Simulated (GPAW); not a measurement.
Set up this calculation in GPAW 26.7.0, as an ASE script.

```yaml
Task: single point
Functional: PBE
Potentials_or_basis: GPAW PAW data sets (gpaw-data 1.2.1)
Cutoff: 700 eV
Basis: pw
k_mesh: 8 × 8 × 8
Occupations: fermi-dirac, width 0.05 eV
Spin: no spin polarisation
Maxiter: 50
```

The structure of GaAs lies in GaAs.cif:

```cif
data_GaAs
_cell_length_a 3.99776961
_cell_length_b 3.99776961
_cell_length_c 3.99776961
_cell_angle_alpha 60.00000000
_cell_angle_beta 60.00000000
_cell_angle_gamma 60.00000000
_space_group_name_H-M_alt 'P1'
_space_group_name_Hall 'P 1'
_space_group_IT_number 1
loop_
_space_group_symop_operation_xyz
'x,y,z'
loop_
_atom_site_label
_atom_site_type_symbol
_atom_site_symmetry_multiplicity
_atom_site_Wyckoff_symbol
_atom_site_fract_x
_atom_site_fract_y
_atom_site_fract_z
_atom_site_occupancy
As1 As 1 a 0.7500000000 0.7500000000 0.7500000000 1
Ga1 Ga 1 a 0.0000000000 0.0000000000 0.0000000000 1
```

These files were run (other wordings do the same):

run.py

```python
from ase.dft.bandgap import bandgap
from ase.io import read, write
from ase.units import GPa
from gpaw import GPAW, PW

atoms = read('GaAs.cif')

calc = GPAW(mode=PW(700),
            xc='PBE',
            kpts={'size': (8, 8, 8), 'gamma': True},
            occupations={'name': 'fermi-dirac', 'width': 0.05},
            nbands=11,
            convergence={'density': 1e-05, 'energy': 1e-05},
            maxiter=50,
            txt='gpaw.txt')
atoms.calc = calc
energy = atoms.get_potential_energy()
forces = atoms.get_forces()
stress = atoms.get_stress()
calc.write('gs.gpw')
write('result.traj', atoms)
print(f'Energy: {energy:.6f} eV')
print('Forces (eV/A):')
print(forces.round(4))
print('Stress (GPa):', (stress / GPa).round(3))
print('Fermi level:', round(calc.get_fermi_level(), 4), 'eV')
print(f'Gap: {bandgap(calc)[0]:.4f} eV, direct: {bandgap(calc, direct=True)[0]:.4f} eV')
```

Potentials or basis: GPAW PAW data sets (gpaw-data 1.2.1), pw.

Command:

```console
$ OMP_NUM_THREADS=1 python run.py
```

It gave:

```json
{"Pressure": "4.3 GPa", "Band gap on the k mesh": "0.59 eV, direct"}
```

Run time: 12 s on 1 thread of Arm Neoverse V1, with other jobs on the host, peak memory 0.16 GiB.
